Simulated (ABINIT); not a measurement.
MoP:

```
Mo P
1.0
     3.22300    0.00000    0.00000
    -1.61150    2.79120    0.00000
     0.00000    0.00000    3.19100
Mo P
1 1
Direct
  0.00000 0.00000 0.00000
  0.33333 0.66667 0.50000
```

Base run:

| Property | Result |
| --- | --- |
| Program | ABINIT 10.8.3 (patched build) |
| Functional | PBEsol |
| Potentials or basis | PseudoDojo NC SR PBEsol v0.4 stringent |
| Cutoff | 1088 eV |
| k mesh | 10 × 10 × 8 |
| Occupations | fermi-dirac, width 0.05 eV |
| Spin | no spin polarisation |

Its results: band gap on the k mesh none (metal or under the smearing width); pressure -3.7 GPa.

Q: After a change of settings the same cell gave: band gap on the k mesh none (metal or under the smearing width); pressure -6.9 GPa. Which change was it?
A. functional from PBEsol to LDA-PZ; potentials or basis from PseudoDojo NC SR PBEsol v0.4 stringent to JTH PAW LDA v2.0; cutoff from 1088 eV to 544 eV
B. potentials or basis from PseudoDojo NC SR PBEsol v0.4 stringent to JTH PAW PBE v2.0; cutoff from 1088 eV to 544 eV; k mesh from 10 × 10 × 8 to 6 × 6 × 5
C. potentials or basis from PseudoDojo NC SR PBEsol v0.4 stringent to JTH PAW PBE v2.0; cutoff from 1088 eV to 544 eV; k mesh from 10 × 10 × 8 to 8 × 8 × 6
D. potentials or basis from PseudoDojo NC SR PBEsol v0.4 stringent to PseudoDojo NC SR PBEsol v0.4.1 standard

A: A.

Runs at the PBE level aren't shown here.
